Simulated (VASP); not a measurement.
From VASP inputs to Ansatz: MgS (rocksalt)

INCAR, step 1 (PBE orbitals to start from)

```
ENCUT = 520
EDIFF = 1E-5
LASPH = .TRUE.
SIGMA = 0.01
PREC = Accurate
NELM = 120
LWAVE = .TRUE.
GGA = PE
NBANDS = 11
ISMEAR = 0
LCHARG = .FALSE.
LREAL = .FALSE.
```

INCAR, step 2

```
IBRION = -1
LWAVE = .FALSE.
NSW = 0
GGA = PE
ENCUT = 520
NBANDS = 11
ISMEAR = 0
ISTART = 1
LCHARG = .FALSE.
EDIFF = 1E-7
ALGO = Normal
ISIF = 2
LASPH = .TRUE.
HFRCUT = -1
LREAL = .FALSE.
PREC = Accurate
AEXX = 0.25
LHFCALC = .TRUE.
SIGMA = 0.01
PRECFOCK = Fast
NELM = 120
```

KPOINTS

```
KPOINTS created by Atomic Simulation Environment
0
Gamma
6 6 6
0 0 0
```

KPOINTS_OPT

```
special points
6
Reciprocal
0.0000000000 0.0000000000 0.0000000000 1
0.5000000000 0.0000000000 0.5000000000 1
0.5000000000 0.2500000000 0.7500000000 1
0.3750000000 0.3750000000 0.7500000000 1
0.5000000000 0.5000000000 0.5000000000 1
0.6250000000 0.2500000000 0.6250000000 1
```

POSCAR

```
Mg S
 1.0000000000000000
     0.0000000000000000    2.6015179371121850    2.6015179371121850
     2.6015179371121850   -0.0000000000000000    2.6015179371121850
     2.6015179371121850    2.6015179371121850   -0.0000000000000000
 Mg  S
   1   1
Cartesian
 -0.0000000000000000 -0.0000000000000000  0.0000000000000000
  2.6015179371121850  2.6015179371121850  2.6015179371121850
```

VASP ran with the recommended PBE PAW datasets (8 valence electrons in the cell).

Problem. Write an Ansatz input for this cell and level of theory.

Solution. 

```yaml
crystal:
  lattice:
    - [0.0, 2.6015179371, 2.6015179371]
    - [2.6015179371, 0.0, 2.6015179371]
    - [2.6015179371, 2.6015179371, 0.0]
  atoms:
    - { symbol: Mg, position: [0.0, 0.0, 0.0] }
    - { symbol: S, position: [0.5, 0.5, 0.5] }
kpoints:
  mp_grid: { grid: [6, 6, 6] }
  band_path:
    path:
      - [0.0, 0.0, 0.0]
      - [0.5, 0.0, 0.5]
      - [0.5, 0.25, 0.75]
      - [0.375, 0.375, 0.75]
      - [0.5, 0.5, 0.5]
      - [0.625, 0.25, 0.625]
    npoints: 1
hamiltonian:
  xc: pbe0
scf:
  occupations: { method: fixed }
  n_extra_bands: 4
output:
  forces: true
  stress: true
  eigenvalues: true
```

Other inputs would serve too.

```csv
,VASP,Ansatz
gap between bands v and c,4.48 eV,4.53 eV
least direct gap,5.50 eV,5.53 eV
pressure,-0.7 GPa,-0.4 GPa
```

Each program uses its own PAW datasets. VASP's cell holds 8 valence electrons and Ansatz's 16. Ansatz's stress includes a Pulay correction; VASP's doesn't.
